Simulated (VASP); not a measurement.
# Pt (Fm-3m) in VASP: notebook

The runs below take Pt through relaxation of cell and atoms, with LDA, PBEsol.

All numbers are computed with VASP 6.6.1; they aren't measurements. Logs are shortened: lines on timing, memory, paths and dates and some standing lists are left out, and cuts for length are marked.

### 1 The structure

The structure is cubic, space group Fm-3m (No. 225). The conventional cell has a = 3.940 Å, b = 3.940 Å, c = 3.940 Å, α = 90.00°, β = 90.00°, γ = 90.00°. Around Pt (site symmetry m-3m) lie 12 Pt at 2.79 Å.

The cell was built by a generator and needn't be a form met in nature.

### 2 Relaxation of cell and atoms, LDA

INCAR reads:

```
SYSTEM = Pt
ALGO     = Fast           ! electronic algorithm
EDIFF    = 1E-7           ! SCF threshold, eV
EDIFFG   = -0.02          ! ionic threshold
ENCUT    = 600            ! plane-wave cutoff, eV
IBRION   = 2              ! ionic algorithm
ISIF     = 3              ! what is computed and relaxed
ISMEAR   = 1              ! smearing method
LASPH    = .TRUE.         ! aspherical terms in the spheres
LCHARG   = .FALSE.        ! write CHGCAR
LREAL    = .FALSE.        ! projectors in reciprocal space
LWAVE    = .FALSE.        ! write WAVECAR
NELM     = 80             ! most SCF steps
NSW      = 40             ! ionic steps
PREC     = Accurate       ! precision mode
SIGMA    = 0.15           ! smearing width, eV
```

KPOINTS reads:

```
k-points
0
G
  20 20 20
  0 0 0
```

POSCAR reads:

```
Pt
1.0
    0.0000000000      1.9700000000      1.9700000000
    1.9700000000      0.0000000000      1.9700000000
    1.9700000000      1.9700000000      0.0000000000
Pt
1
Direct
    0.0000000000      0.0000000000      0.0000000000
```

Potentials or basis: VASP PAW LDA potentials, release 64 (Pt).

Launch:

```
> cat potpaw_LDA.64/Pt/POTCAR > POTCAR
> mpirun -np 1 vasp_std > vasp.out
```

OUTCAR:

```text
SYSTEM = Pt
   EDIFF = 1E-7
   EDIFFG = -0.02
   ENCUT = 600
   IBRION = 2
   ISIF = 3
   ISMEAR = 1
   LASPH = .TRUE.
   LREAL = .FALSE.
   NELM = 80
   NSW = 40
   PREC = Accurate

 ion  position               nearest neighbor table
   1  0.000  0.000  0.000-

  LATTYP: Found a face centered cubic cell.
 ALAT       =     3.9400000000

  Lattice vectors:

 A1 = (   0.0000000000,   1.9700000000,   1.9700000000)
 A2 = (   1.9700000000,   0.0000000000,   1.9700000000)
 A3 = (   1.9700000000,   1.9700000000,   0.0000000000)

Analysis of symmetry for initial positions (statically):
=====================================================================
 Subroutine PRICEL returns:
 Original cell was already a primitive cell.

 Routine SETGRP: Setting up the symmetry group for a
 face centered cubic supercell.

 Subroutine GETGRP returns: Found 48 space group operations
 (whereof 48 operations were pure point group operations)
 out of a pool of 48 trial point group operations.

The static configuration has the point symmetry O_h .

Analysis of symmetry for dynamics (positions and initial velocities):
=====================================================================
 Subroutine PRICEL returns:
 Original cell was already a primitive cell.

 Routine SETGRP: Setting up the symmetry group for a
 face centered cubic supercell.

 Subroutine GETGRP returns: Found 48 space group operations
 (whereof 48 operations were pure point group operations)
 out of a pool of 48 trial point group operations.

The dynamic configuration has the point symmetry O_h .

 Subroutine INISYM returns: Found 48 space group operations
 (whereof 48 operations are pure point group operations),
 and found     1 'primitive' translations

----------------------------------------------------------------------------------------

                                     Primitive cell

  volume of cell :      15.2907

  direct lattice vectors                    reciprocal lattice vectors
     0.000000000  1.970000000  1.970000000    -0.253807107  0.253807107  0.253807107
     1.970000000  0.000000000  1.970000000     0.253807107 -0.253807107  0.253807107
     1.970000000  1.970000000  0.000000000     0.253807107  0.253807107 -0.253807107

  length of vectors
     2.786000718  2.786000718  2.786000718     0.439606804  0.439606804  0.439606804

  position of ions in fractional coordinates (direct lattice)
     0.000000000  0.000000000  0.000000000

  ion indices of the primitive-cell ions
   primitive index   ion index
                 1           1

----------------------------------------------------------------------------------------

 KPOINTS: k-points

Automatic generation of k-mesh.
 Grid dimensions read from file:
 generate k-points for:   20   20   20

 Generating k-lattice:

  Cartesian coordinates                     Fractional coordinates (reciprocal lattice)
    -0.012690355  0.012690355  0.012690355     0.050000000  0.000000000  0.000000000
     0.012690355 -0.012690355  0.012690355     0.000000000  0.050000000  0.000000000
     0.012690355  0.012690355 -0.012690355     0.000000000  0.000000000  0.050000000

  Length of vectors
     0.021980340  0.021980340  0.021980340

  Shift w.r.t. Gamma in fractional coordinates (k-lattice)
     0.000000000  0.000000000  0.000000000

 Subroutine IBZKPT returns following result:
 ===========================================

 Found    256 irreducible k-points:

 Following reciprocal coordinates:
            Coordinates               Weight
  0.000000  0.000000  0.000000      1.000000
  0.050000  0.000000  0.000000      8.000000
  0.100000  0.000000  0.000000      8.000000
  0.150000  0.000000  0.000000      8.000000
  0.200000  0.000000  0.000000      8.000000
  0.250000  0.000000  0.000000      8.000000
[... 16 lines left out ...]
 -0.400000  0.050000  0.000000     24.000000
 -0.350000  0.050000  0.000000     24.000000
 [... further k-points ...]
   k-points           NKPTS =    256   k-points in BZ     NKDIM =    256   number of bands    NBANDS=      9
   number of dos      NEDOS =    301   number of ions     NIONS =      1
   total plane-waves  NPLWV =  13824
   dimension x,y,z NGX =    24 NGY =   24 NGZ =   24
   dimension x,y,z NGXF=    48 NGYF=   48 NGZF=   48
   ions per type =               1
   NGX,Y,Z   is equivalent  to a cutoff of  14.32, 14.32, 14.32 a.u.
   NGXF,Y,Z  is equivalent  to a cutoff of  28.64, 28.64, 28.64 a.u.
 SYSTEM =  Pt
   PREC   = accura    normal or accurate (medium, high low for compatibility)
   ISTART =      0    job   : 0-new  1-cont  2-samecut
   ICHARG =      2    charge: 1-file 2-atom 10-const
   ISPIN  =      1    spin polarized calculation?
   LNONCOLLINEAR =      F non collinear calculations
   LSORBIT =      F    spin-orbit coupling
   LASPH  =      T    aspherical Exc in radial PAW
   ENCUT  =  600.0 eV  44.10 Ry    6.64 a.u.   5.56  5.56  5.56*2*pi/ulx,y,z
   NELM   =     80;   NELMIN=  2; NELMDL= -5     # of ELM steps
   EDIFF  = 0.1E-06   stopping-criterion for ELM
   LREAL  =      F    real-space projection
   EDIFFG = -.2E-01   stopping-criterion for IOM
   NSW    =     40    number of steps for IOM
   IBRION =      2    ionic relax: 0-MD 1-quasi-New 2-CG
   NFREE  =      1    steps in history (QN), initial steepest desc. (CG)
   ISIF   =      3    stress and relaxation
   ISYM   =      2    0-nonsym 1-usesym 2-fastsym
   POTIM  = 0.5000    time-step for ionic-motion
   TEBEG  =    0.0;   TEEND  =   0.0 temperature during run
   PSTRESS=    0.0 pullay stress
   NELECT =      10.0000    total number of electrons
   NUPDOWN=      -1.0000    fix difference up-down
   EMIN   =  10.00;   EMAX   =-10.00  energy-range for DOS
   EFERMI =   0.00;   METHOD = LEGACY
   ISMEAR =     1;   SIGMA  =   0.15  broadening in eV -4-tet -1-fermi 0-gaus
   EFERMI_NEDOS =   21; number of points for ismear=-14 and -15
   IALGO  =     68    algorithm
   IMIX   =      4    mixing-type and parameters
     AMIX     =   0.40;   BMIX     =  1.00
     AMIX_MAG =   1.60;   BMIX_MAG =  1.00
  volume/ion in A,a.u.               =      15.29       103.19
  Fermi-wavevector in a.u.,A,eV,Ry     =   1.421015  2.685329 27.474015  2.019283
  Thomas-Fermi vector in A             =   2.541869
   LORBIT       =      0    0 simple, 1 ext, 2 COOP (PROOUT), +10 PAW based schemes
   GGA     = CA    functional components
   LHFCALC =     F    Hartree Fock is set to
   AEXX    =    0.0000 exact exchange contribution
   IVDW    =     0    specifies the selected vdW correction
   LEPSILON=     F    determine dielectric tensor
   LRPA    =     F    only Hartree local field effects (RPA)
 conjugate gradient relaxation of ions
 non-spin polarized calculation
 RMM-DIIS sequential band-by-band and
 Methfessel and Paxton  Order N= 1 SIGMA  =   0.15
  energy-cutoff  :      600.00
  volume of cell :       15.29
 maximum number of plane-waves:       532
   NGX = 11   NGY = 11   NGZ = 11

--------------------------------------- Ionic step        1  -------------------------------------------

 number of electron      10.0000001 magnetization

 Free energy of the ion-electron system (eV)
  ---------------------------------------------------
  ext. energy  EPLUGINS =         0.00000000
  ---------------------------------------------------
  free energy    TOTEN  =        -7.49195150 eV

  energy without entropy =       -7.49195838  energy(sigma->0) =       -7.49195379

------------------------ aborting loop because EDIFF is reached ----------------------------------------

  FORCE on cell =-STRESS in cart. coord.  units (eV):
  Direction    XX          YY          ZZ          XY          YZ          ZX
  --------------------------------------------------------------------------------------
  -------------------------------------------------------------------------------------
  Total       -0.8797697     -0.8797697     -0.8797697      0.0000000      0.0000000      0.0000000
  in kB      -92.1830191    -92.1830191    -92.1830191      0.0000000      0.0000000      0.0000000
  external PRESSURE =     -92.1830191 kB  Pullay stress =       0.0000000 kB
[... 90 lines left out ...]
  energy  without entropy=       -7.5068924030  energy(sigma->0) =       -7.50677244

--------------------------------------- Ionic step        4  -------------------------------------------

 number of electron       9.9999999 magnetization

 Free energy of the ion-electron system (eV)
  ---------------------------------------------------
  ext. energy  EPLUGINS =         0.00000000
  ---------------------------------------------------
  free energy    TOTEN  =        -7.50673771 eV

  energy without entropy =       -7.50692349  energy(sigma->0) =       -7.50679964

 E-fermi :  11.5160     XC(G=0): -13.7965

 val. band max:       11.5127032254   @ k =  -0.4500   0.1000   0.0500
 cond. band min:      11.5200210851   @ k =  -0.4000   0.3500   0.1000
 fundamental gap:      0.0073178597
 Fermi energy:        11.5159586521

 k-point     1 :       0.0000    0.0000    0.0000
  band No.  band energies     occupation
      1       1.0509      2.00000
      2       7.5741      2.00000
      3       7.5741      2.00000
      4       7.5741      2.00000
      5       9.8364      2.00000
      6       9.8364      2.00000
      7      26.0751      0.00000
      8      31.1045      0.00000
      9      31.1045      0.00000
[... 265 lines left out ...]
 k-point    24 :      -0.3500    0.0500    0.0000
  band No.  band energies     occupation
      1       3.9833      2.00000
      2       7.6593      2.00000
      3       7.7508      2.00000
      4       8.5406      2.00000
      5      10.7016      2.00000
      6      11.3809      2.02284
      7      20.7623      0.00000
      8      26.6004      0.00000
      9      31.1748      0.00000

 [... further k-points ...]

------------------------ aborting loop because EDIFF is reached ----------------------------------------

  FORCE on cell =-STRESS in cart. coord.  units (eV):
  Direction    XX          YY          ZZ          XY          YZ          ZX
  --------------------------------------------------------------------------------------
  -------------------------------------------------------------------------------------
  Total       -0.0062459     -0.0062459     -0.0062459      0.0000000      0.0000000      0.0000000
  in kB       -0.6761619     -0.6761619     -0.6761619      0.0000000      0.0000000      0.0000000
  external PRESSURE =      -0.6761619 kB  Pullay stress =       0.0000000 kB
[... 16 lines left out ...]
  FREE ENERGIE OF THE ION-ELECTRON SYSTEM (eV)
  ---------------------------------------------------
  free  energy   TOTEN  =        -7.5067377086 eV

  energy  without entropy=       -7.5069234925  energy(sigma->0) =       -7.50679964

 reached required accuracy - stopping structural energy minimisation
```

Run time: 1.7 min. Hardware: 1 thread of Intel Xeon Platinum 8488C (Sapphire Rapids), shared host; peak memory 0.18 GiB.

Results:

| Item | Value |
| --- | --- |
| Free energy | -7.5067 eV |
| Relaxed volume | 14.80 Å³/atom |
| Relaxed cell | a = 2.756 Å, b = 2.756 Å, c = 2.756 Å, α = 60.00°, β = 60.00°, γ = 60.00° |
| Space group after relaxing (to 0.05 Å) | Fm-3m (No. 225) |
| Energy gained by relaxing | 14.8 meV/atom |
| Ionic steps | 4 |
| Pressure after relaxing | -0.1 GPa |
| Band gap on the k mesh | none (metal or under the smearing width) |

The path:
```tsv
step	energy change (eV)	largest force (eV/Å)	pressure (GPa)	volume (Å³)
1	0.0000	0.0000	-9.22	15.29
2	0.1347	0.0000	38.61	13.43
3	-0.0148	0.0000	-0.41	14.82
4	-0.0148	0.0000	-0.07	14.80
```

Final structure:
```
Pt
1.0
     0.00000    1.94868    1.94868
     1.94868    0.00000    1.94868
     1.94868    1.94868    0.00000
Pt
1
Direct
  0.00000 0.00000 0.00000
```

Levels at points of the mesh, in eV from the Fermi level:
| k point | band 2 | band 3 | band 4 | band 5 | band 6 | band 7 | band 8 | band 9 |
| --- | --- | --- | --- | --- | --- | --- | --- | --- |
| (0.00, 0.00, 0.00) | -3.94 | -3.94 | -3.94 | -1.68 | -1.68 | 14.56 | 19.59 | 19.59 |
| (0.50, 0.00, 0.00) | -4.00 | -4.00 | -0.56 | 0.05 | 0.05 | 5.97 | 14.13 | 19.02 |
| (0.50, 0.50, 0.00) | -6.86 | 0.03 | 0.51 | 0.51 | 1.72 | 9.07 | 11.39 | 11.39 |

Spin-orbit coupling is left out, which matters for the levels of Pt.

### 3 Relaxation of cell and atoms, PBEsol

INCAR reads:

```
PREC = Accurate
ENCUT = 600
EDIFF = 1E-7
ISMEAR = 1
SIGMA = 0.15
LREAL = F
LASPH = T
NELM = 60
ALGO = Fast
ISIF = 3
LWAVE = F
LCHARG = F
GGA = PS
IBRION = 2
NSW = 40
EDIFFG = -0.01
```

KPOINTS reads:

```
Automatic mesh
0
Gamma
  20 20 20
```

POSCAR is that of step 2.

Potentials or basis: VASP PAW PBE potentials, release 64 (Pt).

Launch:

```
> cat potpaw_PBE.64/Pt/POTCAR > POTCAR
> mpirun -np 1 vasp_std > vasp.out
```

OUTCAR:

```text
PREC = Accurate
   ENCUT = 600
   EDIFF = 1E-7
   ISMEAR = 1
   LREAL = F
   LASPH = T
   NELM = 60
   ISIF = 3
   GGA = PS
   IBRION = 2
   NSW = 40
   EDIFFG = -0.01

 ion  position               nearest neighbor table
   1  0.000  0.000  0.000-

  LATTYP: Found a face centered cubic cell.
 ALAT       =     3.9400000000

  Lattice vectors:

 A1 = (   0.0000000000,   1.9700000000,   1.9700000000)
 A2 = (   1.9700000000,   0.0000000000,   1.9700000000)
 A3 = (   1.9700000000,   1.9700000000,   0.0000000000)

Analysis of symmetry for initial positions (statically):
=====================================================================
 Subroutine PRICEL returns:
 Original cell was already a primitive cell.

 Routine SETGRP: Setting up the symmetry group for a
 face centered cubic supercell.

 Subroutine GETGRP returns: Found 48 space group operations
 (whereof 48 operations were pure point group operations)
 out of a pool of 48 trial point group operations.

The static configuration has the point symmetry O_h .

Analysis of symmetry for dynamics (positions and initial velocities):
=====================================================================
[... 167 lines left out ...]
  Total       -0.4753338     -0.4753338     -0.4753338      0.0000000      0.0000000      0.0000000
  in kB      -49.8058737    -49.8058737    -49.8058737      0.0000000      0.0000000      0.0000000
  external PRESSURE =     -49.8058737 kB  Pullay stress =       0.0000000 kB
[... 59 lines left out ...]
 number of electron       9.9999999 magnetization

 number of electron      10.0000000 magnetization

 Free energy of the ion-electron system (eV)
  ---------------------------------------------------
  ext. energy  EPLUGINS =         0.00000000
  ---------------------------------------------------
  free energy    TOTEN  =        -6.96472393 eV

  energy without entropy =       -6.96488429  energy(sigma->0) =       -6.96477738

 E-fermi :  11.1781     XC(G=0): -13.6511

 val. band max:       11.1738766692   @ k =  -0.4500   0.1000   0.0500
 cond. band min:      11.1850333695   @ k =  -0.4000   0.3500   0.1000
 fundamental gap:      0.0111567002
 Fermi energy:        11.1781242972

 k-point     1 :       0.0000    0.0000    0.0000
  band No.  band energies     occupation
      1       0.8319      2.00000
      2       7.3442      2.00000
      3       7.3442      2.00000
      4       7.3442      2.00000
      5       9.5382      2.00000
      6       9.5382      2.00000
      7      25.7853      0.00000
      8      30.7661      0.00000
      9      30.7661      0.00000
[... 265 lines left out ...]
 k-point    24 :      -0.3500    0.0500    0.0000
  band No.  band energies     occupation
      1       3.7780      2.00000
      2       7.4226      2.00000
      3       7.5120      2.00000
      4       8.2450      2.00000
      5      10.3875      2.00000
      6      11.0447      2.01906
      7      20.2730      0.00000
      8      26.2619      0.00000
      9      30.7248      0.00000

 [... further k-points ...]

------------------------ aborting loop because EDIFF is reached ----------------------------------------

  FORCE on cell =-STRESS in cart. coord.  units (eV):
  Direction    XX          YY          ZZ          XY          YZ          ZX
  --------------------------------------------------------------------------------------
  -------------------------------------------------------------------------------------
  Total       -0.0092643     -0.0092643     -0.0092643      0.0000000     -0.0000000      0.0000000
  in kB       -0.9881427     -0.9881427     -0.9881427      0.0000000     -0.0000000      0.0000000
  external PRESSURE =      -0.9881427 kB  Pullay stress =       0.0000000 kB
[... 16 lines left out ...]
  FREE ENERGIE OF THE ION-ELECTRON SYSTEM (eV)
  ---------------------------------------------------
  free  energy   TOTEN  =        -6.9647239273 eV

  energy  without entropy=       -6.9648842940  energy(sigma->0) =       -6.96477738

 reached required accuracy - stopping structural energy minimisation
```

CONTCAR:

```text
Pt
   1.00000000000000
     0.0000000000000000    1.9583558080218242    1.9583558080218242
     1.9583558080218242    0.0000000000000000    1.9583558080218242
     1.9583558080218242    1.9583558080218242    0.0000000000000000
  Pt
     1
Direct
     0.0000000000000000    0.0000000000000000    0.0000000000000000

  0.00000000E+00  0.00000000E+00  0.00000000E+00
```

It took 47 s on 1 thread of Intel Xeon Platinum 8559C (Emerald Rapids), shared host; peak memory 0.19 GiB.

What came out:

| Quantity | Value |
| --- | --- |
| Free energy | -6.9647 eV |
| Relaxed volume | 15.02 Å³/atom |
| Relaxed cell | a = 2.770 Å, b = 2.770 Å, c = 2.770 Å, α = 60.00°, β = 60.00°, γ = 60.00° |
| Space group after relaxing (to 0.05 Å) | Fm-3m (No. 225) |
| Energy gained by relaxing | 4.4 meV/atom |
| Ionic steps | 3 |
| Pressure after relaxing | -0.1 GPa |
| Band gap on the k mesh | none (metal or under the smearing width) |

Step by step:
```
step  energy change (eV)  largest force (eV/Å)  pressure (GPa)  volume (Å³)
   1              0.0000                0.0000           -4.98        15.29
   2              0.0337                0.0000           17.14        14.26
   3             -0.0044                0.0000           -0.10        15.02
```

Final structure:
```
Pt
1.0
     0.00000    1.95836    1.95836
     1.95836    0.00000    1.95836
     1.95836    1.95836    0.00000
Pt
1
Direct
  0.00000 0.00000 0.00000
```

Levels at points of the mesh, in eV from the Fermi level:
| k point | band 1 | band 2 | band 3 | band 4 | band 5 | band 6 | band 7 | band 8 | band 9 |
| --- | --- | --- | --- | --- | --- | --- | --- | --- | --- |
| (0.00, 0.00, 0.00) | -10.35 | -3.83 | -3.83 | -3.83 | -1.64 | -1.64 | 14.61 | 19.59 | 19.59 |
| (0.50, 0.00, 0.00) | -7.42 | -3.89 | -3.89 | -0.57 | 0.04 | 0.04 | 5.83 | 14.16 | 18.96 |
| (0.50, 0.50, 0.00) | -7.16 | -6.69 | 0.02 | 0.49 | 0.49 | 1.70 | 8.87 | 11.34 | 11.34 |

Caveat: the PAW data sets were made with another functional, which shifts forces and pressure a little.
